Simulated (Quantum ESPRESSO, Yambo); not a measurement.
# BaS (Fm-3m): G0W0 with Yambo, start to end, part 3 of 3

How does a plane-wave GW calculation on BaS (Fm-3m) run from the first input to the gap?

Quantum ESPRESSO 7.5 and Yambo 5.3.0; PBE and many-body steps on it, plane waves. Known limits of the many-body steps: not at the basis limit; no spin-orbit coupling.

So far. Step 3 (Bands along the symmetry lines): The gap is 2.146 eV, as in the run before at this level. Step 4 (Empty states on the mesh, 4×4×4 mesh, 776 bands): On this mesh the gap is 2.146 eV.

## (6) Screening and self-energy, 4×4×4 mesh, 321 bands, screening to 231.3 eV

G0W0 replaces the xc potential by the self-energy, built once from these orbitals. Only a window of levels is corrected, while the sums run over the empty bands that the input names.

This step: G0W0 on PBE, plane waves, norm-conserving pseudopotentials.

The input, gw2.in:

```
HF_and_locXC
gw0
dyson
ppa
em1d
rim_cut
RandQpts= 1000000
RandGvec= 1 RL
EXXRLvcs= 40 Ry
VXCRLvcs= 160 Ry
Chimod= "HARTREE"
% BndsRnXp
 1 | 321 |
%
NGsBlkXp= 17 Ry
% LongDrXp
 1 | 1 | 1 |
%
% GbndRnge
 1 | 321 |
%
DysSolver= "n"
ExtendOut
PPAPntXp= 27.21138 eV
% QPkrange
 1 | 1 | 7 | 10 |
 7 | 7 | 7 | 10 |
%
```

Launch:

```sh
$ OMP_NUM_THREADS=1 mpirun -n 4 yambo -F gw2.in -J gw2 -C gw2 > gw2.log
```

Log:

```text
 Yambo, version 5.3.0

 [02] CORE Variables Setup
 =========================

  [... cell, symmetries and grids as in the set-up ...]

  [02.05] Energies & Occupations
  ==============================

  [X] === General ===
  [X] Electronic Temperature                        :  0.000000  0.000000 [eV K]
  [X] Bosonic    Temperature                        :  0.000000  0.000000 [eV K]
  [X] Finite Temperature mode                       : no
  [X] El. density                                   :  0.24558E+24 [cm-3]
  [X] Fermi Level                                   :  5.894091 [eV]

  [X] === Gaps and Widths ===
  [X] Conduction Band Min                           :  2.146280 [eV]
  [X] Valence Band Max                              :  0.000000 [eV]
  [X] Filled Bands                                  :   8
  [X] Empty Bands                                   :     9   776
  [X] Direct Gap                                    :  2.272370 [eV]
  [X] Direct Gap localized at k                     :   7
  [X] Indirect Gap                                  :  2.146280 [eV]
  [X] Indirect Gap between kpts                     :   1   7
  [X] Last valence band width                       :  1.057937 [eV]
  [X] 1st conduction band width                     :  3.430145 [eV]

 [03] Transferred momenta grid and indexing
 ==========================================

 IBZ Q-points                                      :   8
 BZ  Q-points                                      :   64

 K/Q-points units:
 rlu = crystal or reduced units; cc = cartesian coordinates; iku = interal k-units

 Q [1]          [rlu]:  0.000000  0.000000  0.000000
 Q [2]          [rlu]:  0.74313E-17  0.74313E-17  0.25000
 Q [3]          [rlu]: -0.14863E-16 -0.14863E-16 -0.50000
 Q [4]          [rlu]:  0.74488E-17  0.25000      0.25000
 Q [5]          [rlu]:  0.16929E-16  0.25000      0.50000
 Q [6]          [rlu]: -0.14863E-16  0.25000     -0.25000
 Q [7]          [rlu]: -0.14898E-16 -0.50000     -0.50000
 Q [8]          [rlu]:  0.250000 -0.500000 -0.250000

 [04] Coloumb potential Random Integration (RIM)
 ===============================================

  [04.01] RIM initialization
  ==========================

  * Diagonal components only detected *

  8 x (sBL volume)        :  0.070521 [a.u.]
  sBZ random points       :  1000000
  Points outside the sBZ  :   7987327
  RL volume               :  0.564170 [a.u.]
  Integrated volume       :  0.565065 [a.u.]

  [04.02] RIM integrals
  =====================

  Gamma point sphere radius             :  0.074942 [a.u.]
  Points outside the sphere             :   799513
  [Int_sBZ(q=0) 1/q^2]*(Vol_sBZ)^(-1/3) =:  7.764325
                                 should be <:  7.795600

  Summary of Coulomb integrals for non-metallic bands |Q|[au] RIM/Bare

  Q [1] 0.100000E-4 0.995988 * Q [2] 0.225398 1.066654
  Q [4] 0.260268 1.065697 * Q [6] 0.368074 1.027401
  Q [5] 0.431605 1.020783 * Q [3] 0.450797 1.018057
  Q [7] 0.520535 1.014668 * Q [8] 0.581976 1.011636

 [WARNING] [Xp] User bands 1-321 break level degeneracy

 [05] Dipoles
 ============

  [05.01] Setup: observables and procedures
  =========================================

 [06] Dynamic Dielectric Matrix (PPA)
 ====================================

 [WR./gw2//ndb.pp]---------------------------------------------------------------
  Brillouin Zone Q/K grids (IBZ/BZ)                :    8   64    8   64
  RL vectors                                       :  2421 [WF]
  Coulomb cutoff potential                         : none
  Electronic Temperature                           :  0.000000 [K]
  Bosonic    Temperature                           :  0.000000 [K]
  PPA    diel. fun.  energies                      : Perdew, Burke & Ernzerhof(X)+Perdew, Burke & Ernzerhof(C)
  wavefunctions                                    : Perdew, Burke & Ernzerhof(X)+Perdew, Burke & Ernzerhof(C)
  Global Gauge                                     : length
  X matrix size                                    :   537
  X band range                                     :     1   321
  X e/h energy range                               : -1.000000 -1.000000 [eV]
  X Time ordering                                  : R
  X Hxc Kernel                                     : HARTREE
  X Drude frequency                                :  0.000000  0.000000
  X poles                                          :  100.0000 [o/o]
  RL vectors in the sum                            :  2421
  [r,Vnl] included                                 : yes
  Field direction                                  :  0.577350E-5  0.577350E-5  0.577350E-5
  BZ energy Double Grid                            : no
  BZ energy DbGd points                            : 0
  BZ Q point size factor                           : -1.000000
  X Optical Averaged directions                    : none

 [07] Local Exchange-Correlation + Non-Local Fock
 ================================================

 [VXC] Plane waves :  15065
 [EXS] Plane waves :  1917

 QP @ state[ 1 ] K range:  1  1
 QP @ state[ 1 ] b range:   7  10
 QP @ state[ 2 ] K range:   7   7
 QP @ state[ 2 ] b range:   7  10

 [xc] Functional : Perdew, Burke & Ernzerhof(X)+Perdew, Burke & Ernzerhof(C)
 [xc] LIBXC used to calculate xc functional
  PP Number of Atomic Species                      :  2
  NLCC RL compoments                               :  15065
  PP Number of Atomic Species                      :  2
  NLCC RL compoments                               :  15065

 [xc] E_xc :  -6.043476 [Ha]
      E_xc :  -12.08695 [Ry]

  Local XC kind (lXC) : Perdew, Burke & Ernzerhof(X)+Perdew, Burke & Ernzerhof(C)
  Non-Local XC kind (nlXC) : Hartree-Fock

  Corrections @ K [1] :  [eV]
 <7|nlXC|7> = -15.67960 -0.14091E-16 <7|lXC|7> = -12.60175  0.94410E-16
 <8|nlXC|8> = -15.67957  0.41128E-17 <8|lXC|8> = -12.60175 -0.94409E-16
 <9|nlXC|9> = -4.019332 -0.29766E-18 <9|lXC|9> = -7.958255 -0.18880E-15
 <10|nlXC|10> = -4.535708 -0.13588E-18 <10|lXC|10> = -8.922664 -0.94415E-16

  Corrections @ K [7] :  [eV]
 <7|nlXC|7> = -15.67192  0.58859E-17 <7|lXC|7> = -12.53318 -0.94404E-16
 <8|nlXC|8> = -15.67182  0.13074E-16 <8|lXC|8> = -12.53318  0.23602E-15
 <9|nlXC|9> = -4.204415 -0.32881E-17 <9|lXC|9> = -7.957322  0.94416E-16
 <10|nlXC|10> = -6.058089  0.10120E-17 <10|lXC|10> = -10.95390 -0.94408E-16

 [08] Dyson equation: Newton solver
 ==================================

  [08.01] G0W0 (W PPA)
  ====================

  [  GW  ] Bands range     :     1   321
  [GW/PPA] G damping       :  0.100000 [eV]

  QP @ state[ 1 ] K range:  1  1
  QP @ state[ 1 ] b range:   7  10
  QP @ state[ 2 ] K range:   7   7
  QP @ state[ 2 ] b range:   7  10

   Sc/G bands                                       :     1   321
   Sc/G damping                                     :  0.100000 ev
   Sc bands terminator                              : no
   Sx RL components                                 :  1917

   QP @ state[ 1 ] K range                          :  1  1
   QP @ state[ 1 ] b range                          :   7  10
   QP @ state[ 2 ] K range                          :   7   7
   QP @ state[ 2 ] b range                          :   7  10
   GF energies kind                                 : Perdew, Burke & Ernzerhof(X)+Perdew, Burke & Ernzerhof(C)
   GF WF`s kind                                     : Perdew, Burke & Ernzerhof(X)+Perdew, Burke & Ernzerhof(C)
   Xs energies kind                                 : Perdew, Burke & Ernzerhof(X)+Perdew, Burke & Ernzerhof(C)
   Xs WF`s kind                                     : Perdew, Burke & Ernzerhof(X)+Perdew, Burke & Ernzerhof(C)

 [11] Game Over & Game summary
```

Elapsed: 9.4 min, on 4 MPI ranks of Arm Neoverse V1, shared host; peak memory 1.7 GiB.

This step gave:

| Property | Result |
| --- | --- |
| G0W0 gap on the points computed | 3.652 eV |
| starting gap on the mesh | 2.146 eV |
| k of the valence top | 0, 0, 0 |
| k of the conduction bottom | 0, -0.5, -0.5 |
| least direct G0W0 gap on the computed points | 3.795 eV |
| Z at the valence top | 0.7893 |
| Z at the conduction bottom | 0.8331 |

The gap on the mesh goes from 2.15 eV to 3.65 eV, a correction of +1.51 eV.

Limits: finite bands, cutoff and mesh; no spin-orbit coupling. v1 is the top filled band, c1 the lowest empty one. The levels before and after the correction (eV, zero at the valence-band top of each column):

```
           conduction bottom  valence top
Kohn-Sham               2.15         0.00
     G0W0               3.65         0.00
```

```
                         level  energy (eV)
Kohn-Sham              Γ v2-v1        0.000
Kohn-Sham                 Γ c1        3.626
Kohn-Sham                 Γ c2        3.906
Kohn-Sham  (0 -0.5 -0.5) v2-v1       -0.126
Kohn-Sham     (0 -0.5 -0.5) c1        2.146
Kohn-Sham     (0 -0.5 -0.5) c2        5.968
     G0W0              Γ v2-v1        0.000
     G0W0                 Γ c1        5.021
     G0W0                 Γ c2        5.619
     G0W0  (0 -0.5 -0.5) v2-v1       -0.144
     G0W0     (0 -0.5 -0.5) c1        3.652
     G0W0     (0 -0.5 -0.5) c2        7.920
```

## (7) Where the time went

Times are wall times on the hardware named with each run, good to a factor of about two.

```
                          step     time  share  memory (GiB)
                  ground state      3 s    0 %          0.21
bands along the symmetry lines    2.8 s    0 %          0.19
      empty states on the mesh  1.9 min   16 %           1.1
         conversion and set-up    2.2 s    0 %          0.24
     screening and self-energy  9.4 min   82 %           1.7
```

## (8) What came out

* PBE gap: 2.15 eV, indirect
* G0W0 gap on the mesh: 3.65 eV
* GW settings: 4×4×4 mesh, 321 bands, screening to 231.3 eV, Godby-Needs plasmon pole
* known limits: not at the basis limit; no spin-orbit coupling

**Reading.** G0W0 moves the gap on the mesh from 2.15 eV to 3.65 eV (+1.51 eV), with Z of 0.79 and 0.83 at the edges. Only 2 of the mesh's irreducible points were corrected, so a valley elsewhere could overtake. The dearest step here is «screening and self-energy». Bands and cutoff are finite, so the gap is not at the basis limit. The miss can reach some tenths of an eV and take either sign; the mesh is an error of its own. In the G0W0 run levels were corrected at 2 k points alone, so a gap called «on the mesh» is the least over those, and an edge elsewhere would be missed. The many-body steps are scalar-relativistic: spin-orbit coupling is not in them.

[Paths, hosts, dates, memory and timing lines, banners, echoed tables and standing remarks are left out of the program output.]

[Logs are printed without paths, hosts, clocks, repeated set-up lines and the standing remarks that a program may print on its own settings, such as how far it seeks lower states.]

[Runs of the session that timed out or met a known fault of the program may be left out.]

[Hosts, paths, dates, database ids (printed as entryN), source tags and the programs' standing remarks are cut or masked in the printed files.]
